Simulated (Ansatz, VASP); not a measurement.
**Two plane-wave programs on Ag**

INCAR

```
SYSTEM = Ag
PREC     = Accurate       ! precision mode
ENCUT    = 520            ! plane-wave cutoff, eV
EDIFF    = 1E-6           ! SCF threshold, eV
ISMEAR   = 0              ! smearing method
SIGMA    = 0.15           ! smearing width, eV
LREAL    = .False.        ! projectors in reciprocal space
LASPH    = .True.         ! aspherical terms in the spheres
NELM     = 100            ! most SCF steps
ALGO     = Normal         ! electronic algorithm
ISIF     = 2              ! what is computed and relaxed
LWAVE    = .False.        ! write WAVECAR
LCHARG   = .False.        ! write CHGCAR
NBANDS   = 12             ! bands
```

Contents of KPOINTS:

```
Automatic mesh
0
Gamma
  20 20 20
  0 0 0
```

The input POSCAR:

```
Ag
1.0
   -1.6556540000      1.6556540000      1.6556540000
    1.6556540000     -1.6556540000      1.6556540000
    1.6556540000      1.6556540000     -1.6556540000
Ag
1
Direct
    0.0000000000      0.0000000000      0.0000000000
```

Input for Ansatz:

```yaml
crystal:
  lattice:
    - [-1.655654, 1.655654, 1.655654]
    - [1.655654, -1.655654, 1.655654]
    - [1.655654, 1.655654, -1.655654]
  atoms:
    - { symbol: Ag, position: [0.0, 0.0, 0.0] }
basis:
  ecutwfc: 420
kpoints:
  mp_grid: { grid: [20, 20, 20] }
hamiltonian:
  xc: lda
scf:
  occupations: { method: gaussian, width: 0.15 }
output:
  forces: true
  stress: true
  eigenvalues: true
```

This isn't the form of Ag at room conditions, which is fcc.

Alike in both runs: task single point; functional LDA; k mesh 20 × 20 × 20; occupations gaussian, width 0.15 eV; no spin polarisation.

|  | VASP | Ansatz |
| --- | --- | --- |
| version | VASP 6.6.1 | Ansatz 0.2.0 |
| potentials or method | VASP PAW LDA potentials, release 64 (Ag) | scalar-relativistic, plane waves, PAW |
| plane-wave cutoff (eV) | 520 | 420 |
| valence electrons in the cell | 11 | 19 |

```csv
,VASP,Ansatz,Ansatz less VASP
gap on the k mesh at the Fermi level (eV),none,none,-
pressure (GPa),-11.2,-11.4,-0.16
```

A gap of «none» marks a metal or a gap that the smearing closes. The two sets of potentials don't hold the same shells in valence.
